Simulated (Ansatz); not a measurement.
Set up this calculation in Ansatz 0.2.0, as the native input.

```
Task                                : band structure
Functional                          : LDA
Potentials or basis                 : Ansatz PAW
Cutoff                              : 420 eV (not typed: the program's choice for these potentials)
k mesh                              : 8 × 8 × 4
Occupations                         : fermi-dirac, width 0.05 eV
Spin                                : no spin polarisation
Path                                : [["G", "M", "K", "G", "A", "L", "H", "A"], ["L", "M"], ["K", "H"]]
Points for each segment of the path : 14
```

MgS:

```
S Mg
1.0
     4.03462    0.00000    0.00000
    -2.01731    3.49409    0.00000
     0.00000    0.00000    6.43229
S Mg
2 2
Cartesian
  2.0173 1.1647 5.6556
  0.0000 2.3294 2.4394
  0.0000 2.3294 6.4050
  2.0173 1.1647 3.1888
```

The cell comes from a database or a generator and needn't be the stable form of this composition.

These files were run (other wordings do the same):

input.yaml

```yaml
crystal:
  lattice:
    - [4.0346224068, 0.0, 0.0]
    - [-2.0173112034, 3.494085499, 0.0]
    - [0.0, 0.0, 6.43229418]
  atoms:
    - { symbol: S, position: [0.6666666667, 0.3333333333, 0.87924415] }
    - { symbol: S, position: [0.3333333333, 0.6666666667, 0.37924415] }
    - { symbol: Mg, position: [0.3333333333, 0.6666666667, 0.99575485] }
    - { symbol: Mg, position: [0.6666666667, 0.3333333333, 0.49575485] }
hamiltonian:
  xc: lda
  pseudopotentials: { kind: paw }
kpoints:
  mp_grid: { grid: [8, 8, 4] }
  band_path:
    path:
      - [[0.0, 0.0, 0.0], [0.5, 0.0, 0.0], [0.3333333333, 0.3333333333, 0.0], [0.0, 0.0, 0.0], [0.0, 0.0, 0.5], [0.5, 0.0, 0.5], [0.3333333333, 0.3333333333, 0.5], [0.0, 0.0, 0.5]]
      - [[0.5, 0.0, 0.5], [0.5, 0.0, 0.0]]
      - [[0.3333333333, 0.3333333333, 0.0], [0.3333333333, 0.3333333333, 0.5]]
    npoints: 14
scf:
  occupations: { method: fermi_dirac, width: 0.05 }
  n_extra_bands: 10
output:
  forces: true
  stress: true
  eigenvalues: true
  fatbands: true
```

Potentials or basis: Ansatz PAW.

Command:

```console
$ ansatz run input.yaml --threads 2 --pin off --max-ram 5632MiB --backend cpu --events-out ev --progress --plain --runs-dir out
```

It gave:

```json
{
 "Pressure": "-2.1 GPa",
 "Largest force": "0.052 eV/Å",
 "Band gap on the k mesh": "3.15 eV, direct",
 "Band gap along the path": "3.15 eV, direct"
}
```

Caveat: the PAW data sets come from PBE, with cores solved anew for the run's functional, which leaves a small shift of forces and pressure.

It took 12 s on 2 threads of AMD EPYC 7R43 64-Core Processor (Zen 3), on a shared host, peak memory 0.45 GiB.
